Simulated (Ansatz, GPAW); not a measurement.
# A Ga chain with one Sn atom in line: relaxation, then transmission at several levels, part 4 of 4

Wanted: T(E) of a Ga chain with one Sn atom in line at a relaxed geometry in two programs, beside the unrelaxed structure.

GPAW 26.7.0 and Ansatz 0.2.0; Ansatz plane waves; relaxation of the junction with the lead ends held (the session's first sound run).

So far, transmission at the Fermi level (one spin): step 3 (plane waves, PBE) 0.998; step 5 (GPAW, szp: basis = "szp(dzp)", PBE, GPAW) 1.04; step 6 (minimal basis, PBE, GPAW) 1.05; step 7 (revPBE in the dzp basis: xc = "revPBE") 0.990; step 8 (without the relaxation: geometry = "as built", PBE, GPAW) 2.63.

## 10. The levels side by side (continued)

The transmission, zone mean, sum over the listed spins by energy, zero at the Fermi level:

| energy (eV) | pw-pbe | dzp | szp | sz | dzp-revPBE | asbuilt |
| --- | --- | --- | --- | --- | --- | --- |
| -2.000 | 0.0676 | 0.0777 | 0.0622 | 0.0688 | 0.0848 | 0.998 |
| -1.800 | 0.0522 | 0.0629 | 0.0327 | 0.0258 | 0.0712 | 0.998 |
| -1.600 | 0.0305 | 0.0454 | 6.0e-9 | 1.0e-8 | 0.0621 | 0.991 |
| -1.400 | 0.0892 | 0.0905 | 0.111 | 0.122 | 0.0725 | 0.985 |
| -1.200 | 0.0731 | 0.0782 | 0.123 | 0.126 | 0.0746 | 0.998 |
| -1.000 | 0.0940 | 0.107 | 0.160 | 0.170 | 0.108 | 0.999 |
| -0.800 | 0.242 | 0.285 | 0.372 | 0.395 | 0.302 | 0.999 |
| -0.600 | 0.999 | 0.996 | 0.998 | 0.998 | 0.991 | 0.999 |
| -0.400 | 0.872 | 0.870 | 0.888 | 0.908 | 0.862 | 0.999 |
| -0.250 | 1.43 | 1.42 | 1.17 | 1.01 | 1.44 | 1.31 |
| -0.200 | 1.09 | 1.12 | 1.10 | 1.05 | 1.12 | 1.91 |
| 0.000 | 0.998 | 1.02 | 1.04 | 1.05 | 0.990 | 2.63 |
| 0.200 | 1.09 | 1.11 | 1.13 | 1.13 | 1.08 | 2.57 |
| 0.400 | 1.40 | 1.42 | 1.46 | 1.44 | 1.39 | 2.53 |
| 0.600 | 1.82 | 1.84 | 1.90 | 1.88 | 1.82 | 2.53 |
| 0.800 | 2.15 | 2.15 | 2.22 | 2.20 | 2.14 | 2.57 |
| 1.000 | 2.42 | 2.42 | 2.47 | 2.45 | 2.40 | 2.63 |
| 1.200 | 2.57 | 2.56 | 2.58 | 2.59 | 2.56 | 2.69 |
| 1.400 | 2.65 | 2.64 | 2.64 | 2.65 | 2.64 | 2.73 |
| 1.600 | 2.71 | 2.70 | 2.70 | 2.70 | 2.70 | 2.77 |
| 1.800 | 2.74 | 2.75 | 2.74 | 2.74 | 2.75 | 2.80 |
| 2.000 | 2.77 | 2.79 | 2.78 | 2.76 | 2.78 | 2.83 |

## 11. Grid spacing 0.16, SCF mesh 1×1×1, density threshold 1e-06

The real-space grid carries density and potential; a coarse one breaks translation symmetry along the lead and scatters electrons that should pass. The SCF mesh sets the Fermi level of the repeated cell. The Hamiltonian is taken from the last density. The density threshold is one of the tests that end the cycle; the energy must settle too, so a loose value may not be the test that decides.

This step: GPAW LCAO, PAW setups; Landauer transmission from Green's functions with principal layers (ASE), zero bias (GPAW 26.7.0).

The input, run.py:

```python
import json
import numpy as np
from ase import Atoms
from ase.transport.calculators import TransportCalculator
from gpaw import GPAW, FermiDirac
from gpaw.lcao.tools import get_lcao_hamiltonian
from scipy.linalg import eigh

# The junction with lead layers at both ends, along the third cell vector
device = Atoms(
    ['Ga', 'Ga', 'Ga', 'Ga', 'Ga', 'Ga', 'Sn', 'Ga', 'Ga', 'Ga', 'Ga', 'Ga', 'Ga'],
    positions=[
        [4.50000, 4.50000, 1.27500],
        [4.50000, 4.50000, 3.82500],
        [4.50000, 4.50000, 6.37500],
        [4.50000, 4.50000, 8.92500],
        [5.34350, 4.06668, 11.51126],
        [4.51391, 4.44300, 14.10272],
        [5.44539, 4.18666, 16.61310],
        [4.52490, 4.51226, 19.11932],
        [5.39426, 4.32662, 21.74323],
        [4.50000, 4.50000, 24.39800],
        [4.50000, 4.50000, 26.94800],
        [4.50000, 4.50000, 29.49800],
        [4.50000, 4.50000, 32.04800]],
    cell=[[9.0, 0.0, 0.0], [0.0, 9.0, 0.0], [0.0, 0.0, 33.323]],
    pbc=True)

# One principal layer of the lead: the first 3 atoms of the device
lead = Atoms(
    ['Ga', 'Ga', 'Ga'],
    positions=[
        [4.50000, 4.50000, 1.27500],
        [4.50000, 4.50000, 3.82500],
        [4.50000, 4.50000, 6.37500]],
    cell=[[9.0, 0.0, 0.0], [0.0, 9.0, 0.0], [0.0, 0.0, 7.65]],
    pbc=True)

settings = dict(mode='lcao', basis='dzp', xc='PBE', h=0.16,
                occupations=FermiDirac(0.1), maxiter=250,
                mixer=dict(beta=0.1, nmaxold=8, weight=100.0),
                convergence=dict(density=1e-06))
energies = np.arange(-2, 2 + 1e-9, 0.025)
eta = 0.0001
n1, n2 = 1, 1
# k and -k transmit alike, so half of the mesh across the current serves
mesh = [(i, j) for i in range(n1) for j in range(n2) if (i, j) <= (-i % n1, -j % n2)]
weights = np.array([1 if (i, j) == (-i % n1, -j % n2) else 2 for i, j in mesh]) / (n1 * n2)

# [... helper functions left out ...]
fermi_lead = ground_state(lead, (1, 1, 15), 'lead.txt')
fermi_device = ground_state(device, (1, 1, 1), 'device.txt')
# [... loop over the mesh left out, but for ...]
        # Shift the lead onto the potential of the device's first layer
        shift = ((H[:, 0, 0] - H0[:, 0, 0]) / S0[0, 0]).real.mean()
# [...]
kT = 8.617333e-5 * 300
bias = [0.1, 0.2, 0.5, 1.0, 1.5, 2.0]
# [... integrals and printing left out ...]
```

On the command line:

```
> OMP_NUM_THREADS=1 OPENBLAS_NUM_THREADS=1 python run.py
```

What it wrote:

```text
basis functions: device 179, principal layer 39
Fermi level: lead -2.8499 eV, device -2.7787 eV; lead shifted by -0.0023 eV
largest coupling past the next layer 6.03e-05 eV, largest misfit of the first layer 0.037 eV
  E-E_F (eV)   T (one spin)  [channel counts left out]
    -2.000    7.8290e-02
    -1.975    7.6166e-02
    -1.950    7.4143e-02
    -1.925    7.2211e-02
    -1.900    7.0360e-02
    -1.875    6.8579e-02
    -1.850    6.6856e-02
    -1.825    6.5178e-02
    -1.800    6.3529e-02
    -1.775    6.1892e-02
    -1.750    6.0241e-02
    -1.725    5.8547e-02
    -1.700    5.6766e-02
    -1.675    5.4836e-02
    -1.650    5.2662e-02
    -1.625    5.0093e-02
[...]
1.825    2.7684e+00
     1.850    2.7728e+00
     1.875    2.7772e+00
     1.900    2.7817e+00
     1.925    2.7864e+00
     1.950    2.7914e+00
     1.975    2.7967e+00
     2.000    2.8023e+00
conductance at 300 K: 1.0201 G0 a cell; thermopower -0.3278 uV/K
current from the zero-bias T(E) at 0.1 V: 7.9188 uA
current from the zero-bias T(E) at 0.2 V: 15.931 uA
current from the zero-bias T(E) at 0.5 V: 41.306 uA
current from the zero-bias T(E) at 1.0 V: 86.366 uA
current from the zero-bias T(E) at 1.5 V: 138.6 uA
current from the zero-bias T(E) at 2.0 V: 186.9 uA
```

It took 2.8 min on 1 thread of Intel Xeon Platinum 8488C (Sapphire Rapids), shared host; peak memory 2.1 GiB.

The run finished with changed settings (h = 0.16, scf_mesh = [1, 1, 1] and conv = 1e-06); it serves as a test.

Side by side:

| quantity | this run | sound run | difference |
| --- | --- | --- | --- |
| conductance (G₀) | 1.0201 | 1.0206 | -5.8e-4 |
| largest coupling past the next principal layer (eV) | 6.029e-5 | 6.030e-5 | -1.4e-8 |
| largest misfit of the first principal layer (eV) | 0.036529 | 0.036234 | 3.0e-4 |
| shift that aligns the lead (eV) | -0.0023410 | -0.010344 | 0.00800 |
| transmission at the Fermi level (one spin) | 1.0146 | 1.0160 | -0.00138 |

## 12. Outcome

- conductance: 1.02 G₀
- transmission at the Fermi level, mean of the spins: 1.02
- thermopower: about 0 (under 1.5 μV/K)

What this shows: In the dzp basis the junction conducts 1.02 G₀ at 300 K, with T = 1.02 a spin at the Fermi level; the sz basis reaches that conductance within 10 %. Relaxation moved atoms by up to 1.00 Å and took the conductance from 2.61 to 1.02 G₀, as a ratio a larger change than the step from dzp to the minimal basis. Plane waves (PBE) give T = 0.998 there. At the Fermi level the three most open eigenchannels pass 0.62, 0.35 and 0.037. Measured against the first run (pw-pbe), the nearest curve is that of dzp (r.m.s. 0.019) and the farthest that of asbuilt (0.80). Over the compared runs wall time goes from 43 s (sz) to 75 s (dzp), on a shared host; the plane-wave run used 4 threads and the orbital runs 1. The leads kept an estimated spacing and the cell its length, so the junction may be under some tension or compression. Spin-orbit coupling is left out, which matters for the heavy atoms here. An evenly spaced straight chain is an idealisation: free chains tend to dimerise, zigzag or, where a band edge lies near the Fermi level, turn magnetic. The currents use the zero-bias T(E) throughout, which holds only while the bias is small against the distance to the nearest feature.

[Logs are printed without paths, hosts, clocks, repeated set-up lines and the standing remarks that a program may print on its own settings, such as how far it seeks lower states.]

[Hosts, paths, dates, database ids (printed as entryN), source tags and the programs' standing remarks are cut or masked in the printed files.]
